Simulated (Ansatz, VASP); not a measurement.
**HBr in VASP and in Ansatz**

Contents of INCAR:

```
SYSTEM = HBr
PREC = Accurate ; ENCUT = 520
EDIFF = 1E-6 ; ISMEAR = -1
SIGMA = 0.03 ; LREAL = .FALSE.
LASPH = .TRUE. ; NELM = 80
ALGO = Normal ; ISIF = 2
LWAVE = .FALSE. ; LCHARG = .TRUE.
GGA = PS ; LELF = .TRUE.
LVHAR = .TRUE. ; NBANDS = 11
```

Contents of KPOINTS:

```
regular mesh
0
G
  9 9 9
  0 0 0
```

The input POSCAR:

```
HBr
1.0
    0.0000000000      2.5038892849      2.6916809813
    2.4661533648      0.0000000000      2.6916809813
    2.4661533648      2.5038892849      0.0000000000
H Br
1 1
Direct
    0.0000000000      0.0000000000      0.0000000000
    0.5000000000      0.5000000000      0.5000000000
```

Input for Ansatz:

```yaml
crystal:
  lattice:
    - [0.0, 2.5038892849, 2.6916809813]
    - [2.4661533648, 0.0, 2.6916809813]
    - [2.4661533648, 2.5038892849, 0.0]
  atoms:
    - { symbol: H, position: [0.0, 0.0, 0.0] }
    - { symbol: Br, position: [0.5, 0.5, 0.5] }
kpoints:
  mp_grid: { grid: [9, 9, 9] }
  band_path:
    path:
      - [0.0, 0.0, 0.0]
      - [0.5, 0.0, 0.5]
      - [0.5, 0.2173402871, 0.7173402871]
      - [0.5, 0.7826597129, 0.2826597129]
      - [0.5, 0.5, 0.0]
      - [0.7913761462, 0.5, 0.2913761462]
      - [0.2086238538, 0.5, 0.7086238538]
      - [0.0, 0.5, 0.5]
      - [0.241090941, 0.741090941, 0.5]
    npoints: 6
scf:
  occupations: { method: fermi_dirac, width: 0.03 }
hamiltonian:
  xc: pbesol
  pseudopotentials: { kind: all_electron, lapw: { basis_error: 0.001 } }
output:
  forces: true
  stress: true
  eigenvalues: true
  populations: true
```

Change from the starting cell: volume scaled by 0.7, LAPW.

Alike in both runs: task single point; functional PBEsol; k mesh 9 × 9 × 9; occupations fermi-dirac, width 0.03 eV; no spin polarisation.

|  | VASP | Ansatz |
| --- | --- | --- |
| version | VASP 6.6.1 | Ansatz 0.2.0 |
| potentials or method | VASP PAW PBE potentials, release 64 (H, Br) | all-electron LAPW, scalar-relativistic |
| plane-wave cutoff (eV) | 520 | see its input |

```tsv
	VASP	Ansatz	Ansatz less VASP
pressure (GPa)	-6.9	-6.9	+0.01
largest component of the traceless stress (GPa)	4.30	4.30	+0.006
```

Ansatz ran all-electron here, so the differences hold the error of VASP's frozen core and of both bases.

Caveats: the PAW data sets were made with another functional, which shifts forces and pressure a little (VASP).
